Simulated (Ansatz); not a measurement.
Au:

```
Au
1.0
     0.00000    2.03500    2.03500
     2.03500    0.00000    2.03500
     2.03500    2.03500    0.00000
Au
1
Direct
  0.00000 0.00000 0.00000
```

Base run:

| Property | Result |
| --- | --- |
| Program | Ansatz 0.2.0 |
| Functional | PBE-LDA |
| Potentials or basis | all-electron PAW datasets made for the crystal |
| Cutoff | 260 eV (chosen from the basis error) |
| k mesh | 11 × 11 × 11 |
| Occupations | fermi-dirac, width 0.1 eV |
| Spin | collinear spin, ferromagnetic start |
| Starting moments | [0.5] μB |

Its results: band gap on the k mesh none (metal or under the smearing width); pressure 28.0 GPa.

Problem. The run is repeated on the same cell with these changes: functional from PBE-LDA to PBEsol-PBE; spin from collinear spin, ferromagnetic start to no spin polarisation. What comes out?

Solution. Band gap on the k mesh none (metal or under the smearing width); pressure -0.9 GPa.

Several settings changed at once, so the effect can't be laid on one alone.

Caveats: a pressure of tens of GPa on the cell as given is suspect, and the run, the potentials or the cell itself is likely at fault (some runs); the program warned that the printed levels may be off, so bands, gaps and densities of states are rough (some runs); the starting moments weren't kept (some runs).

The runs don't all hold the same shells in valence.
